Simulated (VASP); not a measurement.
Set up this calculation in VASP 6.6.1, as the native input.

```yaml
Task: relaxation of shape and atoms at fixed volume
Functional: PBE
Potentials_or_basis: VASP PAW PBE potentials, release 64 (Os)
Cutoff: 600 eV
k_mesh: 15 × 15 × 9
Occupations: methfessel-paxton, width 0.1 eV
Spin: no spin polarisation
Further_INCAR_settings: ALGO = Normal; EDIFF = 1e-07; IBRION = 2; EDIFFG = -0.01; NSW = 40; ISIF = 4
```

The structure of Os lies in POSCAR:

```
Os                                      
1.0
    2.7526286870      0.0000000000      0.0000000000
   -1.3763143435      2.3838463702      0.0000000000
    0.0000000000      0.0000000000      4.3503361403
  Os            
     2
Direct
     0.3333333332999970    0.6666666667000030    0.2500000000000000
     0.6666666667000030    0.3333333332999970    0.7500000000000000
```

These files were run (other wordings do the same):

INCAR

```
SYSTEM = Os
ALGO = Normal
EDIFF = 1E-7
EDIFFG = -0.01
ENCUT = 600
GGA = PE
IBRION = 2
ISIF = 4
ISMEAR = 1
LASPH = .TRUE.
LCHARG = .FALSE.
LREAL = .FALSE.
LWAVE = .FALSE.
NELM = 80
NSW = 40
PREC = Accurate
SIGMA = 0.1
```

KPOINTS

```
k-points
0
G
  15 15 9
  0 0 0
```

Potentials or basis: VASP PAW PBE potentials, release 64 (Os).

Command:

```console
$ cat potpaw_PBE.64/Os/POTCAR > POTCAR
$ mpirun -np 1 vasp_std > vasp.out
```

Results of the run:

```yaml
Pressure_after_relaxing: 0.0 GPa
Band_gap_on_the_k_mesh: none (metal or under the smearing width)
```

Caveat: the relaxation stopped at its first step, so nothing moved.

It took 16 s on 1 thread of Intel(R) Xeon(R) 6975P-C (Granite Rapids), on a shared host, peak memory 0.19 GiB.
